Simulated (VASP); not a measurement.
# V: hyperfine couplings with PBE+U

The system is V.

```
V
1.0
    -1.53407    1.56723    1.52939
     1.53018   -1.55592    1.51418
     1.46268    1.48452   -1.51808
V
1
Cartesian
  0.0278 0.0669 0.0459
```

The cell isn't the ideal one: cell strained at random at fixed volume.

| Item | Value |
| --- | --- |
| Program | VASP 6.6.1 |
| Task | hyperfine couplings |
| Functional | PBE |
| Potentials or basis | VASP PAW PBE potentials, release 64 (V_sv) |
| Cutoff | 520 eV |
| k mesh | 12 × 12 × 12 |
| Occupations | fermi-dirac, width 0.05 eV |
| Spin | collinear spin, random start |
| Starting moments | [1.58] μB |
| Hubbard terms | V d U = 3.5 eV, J = 0.5 eV |
| LDAUTYPE | 2 |
| Hund's J | 0.5 |
| Further INCAR settings | ALGO = Fast; EDIFF = 1e-07 |

```json
{
  "Pressure": "5.2 GPa",
  "Band gap on the k mesh": "none (metal or under the smearing width)",
  "Net moment": "0.67 μB per cell",
  "Site moments": "V +0.59 μB",
  "Valence electrons inside the program's atomic spheres": "V 11.56"
}
```

Stress tensor (GPa, compression positive):
```
 6.49  2.42 -0.04
 2.42  4.58 -0.27
-0.04 -0.27  4.55
```

Levels at points of the mesh, in eV from the Fermi level:
Spin up:
| k point | band 5 | band 6 | band 7 | band 8 | band 9 | band 10 |
| --- | --- | --- | --- | --- | --- | --- |
| (0.00, 0.00, 0.00) | -7.10 | -0.75 | -0.37 | 0.04 | 2.37 | 2.57 |
| (0.50, 0.00, 0.00) | -3.55 | -1.72 | 0.81 | 2.10 | 2.77 | 3.15 |
| (0.00, 0.50, 0.00) | -3.53 | -1.86 | 1.04 | 2.24 | 2.79 | 3.16 |
| (0.50, 0.50, 0.00) | -3.62 | -2.04 | 0.62 | 2.41 | 2.97 | 3.17 |
| (0.00, 0.00, 0.50) | -3.49 | -1.63 | 1.41 | 2.01 | 2.62 | 3.19 |
| (0.50, 0.00, 0.50) | -3.54 | -1.89 | 1.01 | 2.26 | 2.80 | 3.17 |
| (0.00, 0.50, 0.50) | -3.53 | -1.66 | 0.93 | 2.04 | 2.71 | 3.15 |
| (0.50, 0.50, 0.50) | -2.85 | -2.80 | 2.70 | 2.76 | 2.91 | 9.00 |
Spin down:
| k point | band 3 | band 4 | band 5 | band 6 | band 7 | band 8 | band 9 | band 10 |
| --- | --- | --- | --- | --- | --- | --- | --- | --- |
| (0.00, 0.00, 0.00) | -37.46 | -37.39 | -6.77 | 0.66 | 0.95 | 1.17 | 2.51 | 2.71 |
| (0.50, 0.00, 0.00) | -37.69 | -37.43 | -2.87 | -0.46 | 1.10 | 2.58 | 2.95 | 4.44 |
| (0.00, 0.50, 0.00) | -37.72 | -37.45 | -2.86 | -0.66 | 1.35 | 2.73 | 2.99 | 4.49 |
| (0.50, 0.50, 0.00) | -37.67 | -37.41 | -2.87 | -0.69 | 0.90 | 2.84 | 3.16 | 4.33 |
| (0.00, 0.00, 0.50) | -37.77 | -37.50 | -2.87 | -0.57 | 1.73 | 2.59 | 2.83 | 4.63 |
| (0.50, 0.00, 0.50) | -37.71 | -37.45 | -2.86 | -0.65 | 1.31 | 2.74 | 3.00 | 4.45 |
| (0.00, 0.50, 0.50) | -37.71 | -37.45 | -2.88 | -0.44 | 1.23 | 2.55 | 2.90 | 4.50 |
| (0.50, 0.50, 0.50) | -38.02 | -37.95 | -2.70 | -2.65 | 3.85 | 4.11 | 4.34 | 9.49 |

Eigenvalues of the final occupation matrices:
```
    site  spin  trace               eigenvalues
site 1 d     1   1.78  0.22 0.23 0.40 0.45 0.48
site 1 d     2   1.22  0.24 0.24 0.24 0.25 0.26
```

Hyperfine coupling, principal values (MHz):
```csv
atom,values
1 V,"10.0, 8.4, 12.1"
```

It took 4.8 min on 1 thread of Intel(R) Xeon(R) Platinum 8488C (Sapphire Rapids), on a shared host, peak memory 0.32 GiB.

Caveat: the U is typed as a test and isn't derived for this compound. The state reached can hang on the start; a lower one may exist.
